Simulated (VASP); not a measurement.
## A VASP 6.6.1 single-point calculation on CaSe

INCAR

```
ISMEAR = -1
SIGMA = 0.02
NELM = 120
LREAL = .FALSE.
IBRION = -1
ENCUT = 520
LCHARG = .FALSE.
EDIFF = 1E-7
LASPH = .TRUE.
ISIF = 2
ALGO = Fast
ISYM = 3
NBANDS = 15
LWAVE = .FALSE.
GGA = PE
PREC = Accurate
NSW = 0
```

KPOINTS

```
KPOINTS created by Atomic Simulation Environment
0
Gamma
8 8 8
0 0 0
```

POSCAR

```
Ca Se
 1.0000000000000000
     0.0000000000000000    3.0565611637000001    2.9378032961999998
     3.0565611637000001    0.0000000000000000    2.9378032961999998
     3.0565611637000001    3.0565611637000001    0.0000000000000000
 Ca  Se
   1   1
Cartesian
  0.0000000000000000  0.0000000000000000  0.0000000000000000
  3.0565611636999996  3.0565611636999996  2.9378032961999994
```

The recommended PBE PAW datasets give the neutral cell 16 valence electrons.

Command

```
mpirun -np 1 vasp_std
```

OSZICAR

```
N       E                     dE             d eps       ncg     rms          rms(c)
DAV:   1     0.106296322904E+03    0.10630E+03   -0.73353E+03  1770   0.966E+02
DAV:   2    -0.480675671671E+01   -0.11110E+03   -0.10564E+03  2204   0.242E+02
DAV:   3    -0.938782809278E+01   -0.45811E+01   -0.45349E+01  2426   0.465E+01
DAV:   4    -0.961782683036E+01   -0.23000E+00   -0.22988E+00  2445   0.873E+00
DAV:   5    -0.961967261743E+01   -0.18458E-02   -0.18457E-02  2402   0.801E-01
```

Standard output (part)

```
POSCAR found type information on POSCAR CaSe
 POSCAR found :  2 types and       2 ions
 LDA part: xc-table for (Slater+PW92), standard interpolation
 POSCAR, INCAR and KPOINTS ok, starting setup
 WAVECAR not read
 entering main loop
|                     _     ____    _    _    _____     _                     |
|                    | |   | |_) | | |  | | | |  __    | |                    |
|                    |_|   |  _ <  | |  | | | | |_ |   |_|                    |
|                     _    | |_) | | |__| | | |__| |    _                     |
|     internal error in CHECK_FULL_KPOINTS: KPOINTS_FULL not properly         |
|     initialised                                                             |
|     If you are not a developer, you should not encounter this problem.      |
|     Please submit a bug report.                                             |
```

VASP stopped with an error.

The run took about 14 s on one core of a shared host (Intel Xeon Platinum 8488C) and held 0.17 GiB at most.
